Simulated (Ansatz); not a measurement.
Set up this calculation in Ansatz 0.2.0, as the native input.

```
Task                : single point
Functional          : PBEsol
Dispersion          : D3(BJ)-ATM
Potentials or basis : Ansatz PAW earlier set
Cutoff              : 708 eV (not typed: the program's choice for these potentials)
k mesh              : 11 × 11 × 11
Occupations         : gaussian, width 0.15 eV
Spin                : collinear spin, ferromagnetic start
Starting moments    : [0.5] μB
Hubbard terms       : Nb d U = 4.0 eV
Double counting     : fll
Hubbard projectors  : ortho-atomic (the default)
```

Nb:

```
CELL_PARAMETERS angstrom
-1.66395 1.66395 1.66395
1.66395 -1.66395 1.66395
1.66395 1.66395 -1.66395
ATOMIC_POSITIONS crystal
Nb 0.00000 0.00000 0.00000
```

One way to write it, as run:

input.yaml

```yaml
crystal:
  lattice:
    - [-1.66395, 1.66395, 1.66395]
    - [1.66395, -1.66395, 1.66395]
    - [1.66395, 1.66395, -1.66395]
  atoms:
    - { symbol: Nb, spin: 0.5, position_ang: [0.0, 0.0, 0.0] }
hamiltonian:
  xc: pbesol
  pseudopotentials: { kind: paw, source: ansatz }
  hubbard: { sites: [{ species: Nb, l: d, u_eff: 4.0 }], double_counting: fll }
  dispersion: d3bjatm
magnetization:
  spin_polarized: true
kpoints:
  mp_grid: { grid: [11, 11, 11] }
scf:
  occupations: { method: gaussian, width: 0.15 }
  n_extra_bands: 2
output:
  forces: true
  stress: true
  eigenvalues: true
  write_density: true
  write_potential: true
  elf: true
  volumetric_format: npy
```

Potentials or basis: Ansatz PAW earlier set.

Launch:

```sh
$ ansatz run input.yaml --threads 1 --pin off --max-ram 2560MiB --backend cpu --events-out ev --progress --plain --runs-dir out
```

Results of the run:

```json
{
  "Pressure": "-9.9 GPa",
  "Band gap on the k mesh": "none (metal or under the smearing width)",
  "Net moment": "0.45 μB per cell",
  "Absolute moment": "0.45 μB per cell",
  "Site moments": "Nb +0.33 μB"
}
```

Caveat: the magnetic or orbital state may not be the lowest; pairwise dispersion overbinds metals, which lowers pressure and volume; the PAW data sets come from PBE, with cores solved anew for the run's functional, which leaves a small shift of forces and pressure; the U is typed as a test and isn't derived for this compound.

Wall time 8.7 s on 1 thread of Arm Neoverse V1, on a shared host, peak memory 0.33 GiB.
